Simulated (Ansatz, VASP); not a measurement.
CsI: VASP beside Ansatz

File INCAR:

```
  PREC = Accurate
  ENCUT = 520
  EDIFF = 1E-6
  ISMEAR = 0
  SIGMA = 0.01
  LREAL = F
  LASPH = T
  NELM = 100
  ALGO = Normal
  ISIF = 2
  LWAVE = F
  LCHARG = F
  GGA = PE
  NBANDS = 15
```

Contents of KPOINTS:

```
Automatic mesh
0
Gamma
  4 4 4
```

Contents of POSCAR:

```
CsI
1.0
    4.6081404514      0.0000000000      0.0000000000
    0.0000000000      4.6081404514      0.0000000000
    0.0000000000      0.0000000000      4.6081404514
Cs I
1 1
Direct
    0.0000000000      0.0000000000      0.0000000000
    0.5000000000      0.5000000000      0.5000000000
```

Input for Ansatz:

```yaml
crystal:
  lattice:
    - [4.6081404514, 0.0, 0.0]
    - [0.0, 4.6081404514, 0.0]
    - [0.0, 0.0, 4.6081404514]
  atoms:
    - { symbol: Cs, position: [0.0, 0.0, 0.0] }
    - { symbol: I, position: [0.5, 0.5, 0.5] }
kpoints:
  mp_grid: { grid: [4, 4, 4] }
hamiltonian:
  xc: pbe
scf:
  occupations: { method: fixed }
output:
  optics:
    e_range: [0, 18]
    de: 0.05
    sigma: 0.1
    bands: { spectra_wanted_up_to: 18 }
```

Alike in both runs: task single point; functional PBE; k mesh 4 × 4 × 4; no spin polarisation.

```csv
,VASP,Ansatz
version,VASP 6.6.1,Ansatz 0.2.0
potentials or method,"VASP PAW PBE potentials, release 64 (Cs_sv, I)","plane waves, PAW"
plane-wave cutoff (eV),520,420
occupations,"gaussian, width 0.01 eV",fixed
valence electrons in the cell,16,26
```

Ansatz gave:

| Quantity | Value |
| --- | --- |
| gap on the k mesh at the Fermi level (eV) | 3.80 |

**Question.** What did VASP give for the same quantities?

**Answer.** gap on the k mesh at the Fermi level (eV): 3.79.

The two sets of potentials don't hold the same shells in valence.

Caveats: spin-orbit coupling is left out, which moves the levels of the heavy elements. A k mesh can miss the band edges. PBE gaps usually lie below the measured ones, often by a third to a half.
